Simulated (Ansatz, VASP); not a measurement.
Two plane-wave programs on Si

```
Si
1.0
     0.00000    2.71692    2.71692
     2.71692    0.00000    2.71692
     2.71692    2.71692    0.00000
Si
2
Cartesian
  4.0754 4.0754 4.0754
  2.7169 2.7169 2.7169
```

Alike in both runs: functional PBEsol; k mesh 12 × 12 × 12; occupations gaussian, width 0.02 eV; no spin polarisation.

Ansatz relaxed the structure, and its values are those at the end. VASP's run is a single point on that final structure, the one shown.

```csv
,VASP,Ansatz
version,VASP 6.6.1,Ansatz 0.2.0
potentials or method,"VASP PAW PBE potentials, release 64 (Si)","scalar-relativistic, plane waves, PAW"
plane-wave cutoff (eV),520,420
valence electrons in the cell,8,8
```

|  | VASP | Ansatz | Ansatz less VASP |
| --- | --- | --- | --- |
| gap on the k mesh at the Fermi level (eV) | 0.46 | 0.46 | +0.005 |
| least direct gap on the mesh (eV) | 2.52 | 2.52 | +0.003 |
| pressure (GPa) | 0.1 | 0.0 | -0.10 |

Caveats: the PAW data sets were made with another functional, which shifts forces and pressure a little (VASP).
